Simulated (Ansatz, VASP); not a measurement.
# Two plane-wave programs on TlH5

```
CELL_PARAMETERS angstrom
6.29282 0.00000 0.00000
0.00000 6.29282 0.00000
0.00000 0.00000 4.04256
ATOMIC_POSITIONS crystal
Tl 0.50000 0.50000 0.00000
H 0.06114 0.50000 0.00000
H 0.93886 0.50000 0.00000
H 0.50000 0.06114 0.00000
H 0.50000 0.93886 0.00000
H 0.50000 0.50000 0.50000
```

The cell was built by a generator and needn't be a form met in nature.

Alike in both runs: task single point; functional PBE; k mesh 6 × 6 × 10; occupations gaussian, width 0.1 eV; no spin polarisation.

|  | VASP | Ansatz |
| --- | --- | --- |
| version | VASP 6.6.1 | Ansatz 0.2.0 |
| potentials or method | VASP PAW PBE potentials, release 64 (Tl_d, H) | scalar-relativistic, plane waves, PAW |
| plane-wave cutoff (eV) | 520 | 420 |
| valence electrons in the cell | 18 | 18 |

Ansatz gave:

| Quantity | Value |
| --- | --- |
| gap on the k mesh at the Fermi level (eV) | none |
| pressure (GPa) | 0.0 |
| rms of the force components (eV/Å) | 0.001 |

Task: Which values does VASP return?

Result: gap on the k mesh at the Fermi level (eV): none; pressure (GPa): -0.1; rms of the force components (eV/Å): 0.004.

Atom by atom the forces differ by 0.003 eV/Å (rms over components). A gap of «none» marks a metal or a gap that the smearing closes. The functional is the same, so the differences come from potentials, cutoffs and numerics. Ansatz warned: «xc_potential_rough_in_thin_density».

The runs have no spin-orbit coupling, so splittings on Tl are missing.
